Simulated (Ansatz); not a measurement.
# ZnS: the cost of one run

Program: Ansatz 0.2.0. Level of theory: DFT PBE, scalar-relativistic, plane waves, PAW. These are calculated values, not measurements.

The COD entry's cell or inner coordinates are ideal or old and differ from later refinements, so a difference from it is no clean test against experiment.

1 further run of the same task is left out (set aside as unsound or not needed).

### Step 1. The starting structure

The structure is cubic, space group F-43m (No. 216). Conventional cell: a = 5.443 Å, b = 5.443 Å, c = 5.443 Å, α = 90.00°, β = 90.00°, γ = 90.00°. Around Zn (site symmetry -43m) lie 4 S at 2.36 Å. S (site symmetry -43m) is surrounded by 4 Zn at 2.36 Å.

Structure file:

```xyz
2
Lattice="0.0000 2.7215 2.7215 2.7215 0.0000 2.7215 2.7215 2.7215 0.0000" Properties=species:S:1:pos:R:3 pbc="T T T"
Zn    1.3607    1.3607    1.3607
S     0.0000    0.0000    0.0000
```

This cell was relaxed beforehand with the same method: volume 20.16 Å³/atom, gap on the mesh 2.02 eV.

### Step 2. Bands, states and charges

The input, input.yaml:

```yaml
crystal:
  lattice:
    - [0.0, 2.7214810265, 2.7214810265]
    - [2.7214810265, 0.0, 2.7214810265]
    - [2.7214810265, 2.7214810265, 0.0]
  atoms:
    - { symbol: Zn, position: [0.25, 0.25, 0.25] }
    - { symbol: S, position: [0.0, 0.0, 0.0] }
basis:
  ecutwfc: 420
kpoints:
  mp_grid: { grid: [10, 10, 10] }
  band_path:
    path:
      - [[0.0, 0.0, 0.0], [-0.5, -0.5, 0.0], [-0.375, -0.375, 0.25]]
      - [[-0.375, 0.0, 0.375], [0.0, 0.0, 0.0], [0.0, 0.0, 0.5], [-0.5, -0.25, 0.25], [-0.5, -0.5, 0.0]]
    npoints: 14
hamiltonian:
  xc: pbe
scf:
  occupations: { method: gaussian, width: 0.02 }
  n_extra_bands: 6
output:
  forces: true
  stress: true
  eigenvalues: true
  populations: true
  dos: { projected: true, de: 0.02, nscf_kmesh: { grid: [15, 15, 15] } }
  bader: true
  write_density: true
  write_potential: true
  elf: true
  volumetric_format: npy
```

Run with:

```sh
> ansatz run input.yaml --threads 1 --pin off --max-ram 2560MiB --backend cpu --events-out ev --progress --plain --runs-dir out
```

Q: Estimate wall time and peak memory on 1 thread of Intel Xeon Platinum 8488C (Sapphire Rapids), shared host.

About 24 s, with a peak of 0.4 GiB.
